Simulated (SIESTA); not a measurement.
The system is CdSe.

```
CELL_PARAMETERS angstrom
0.00000 3.07027 3.07027
3.07027 0.00000 3.07027
3.07027 3.07027 0.00000
ATOMIC_POSITIONS crystal
Cd 0.00000 0.00000 0.00000
Se 0.25000 0.25000 0.25000
```

Measurements of this composition are mostly on another form, of space group No. 186.

Base run:

```yaml
Program: SIESTA 5.4.2
Functional: BLYP
Potentials_or_basis: PseudoDojo 0.4 standard (PBE files)
Basis: DZP (energy shift 0.003 Ry; two zetas on semicore shells)
Grid_cutoff: 800 Ry
Energy_shift: 0.003 Ry
k_mesh: 8 × 8 × 8
Occupations: fermi-dirac, width 0.05 eV
Spin: no spin polarisation
```

Its results: band gap on the k mesh 0.76 eV, direct; pressure 3.9 GPa.

Question: After a change of settings the same cell gave: band gap on the k mesh 0.78 eV, direct; pressure 1.4 GPa. Which change was it?
A. functional from BLYP to PBE
B. functional from BLYP to LDA; potentials or basis from PseudoDojo 0.4 standard (PBE files) to PseudoDojo 0.4 standard (LDA files)
C. functional from BLYP to vdW-DF-cx
D. functional from BLYP to AM05; potentials or basis from PseudoDojo 0.4 standard (PBE files) to PseudoDojo 0.4 standard (PBEsol files)

Answer: A.

PBE binds more tightly than BLYP, so the same cell stands under less pressure.

Caveats: the basis of atomic orbitals isn't converged, which shifts pressures, moduli and gaps; the potentials were made for another functional, which shifts forces and pressure (some runs); the basis holds too few empty states to meet the f-sum rule, so the spectrum is short of weight at high energy (some runs).

Not every run made on this cell is shown here.
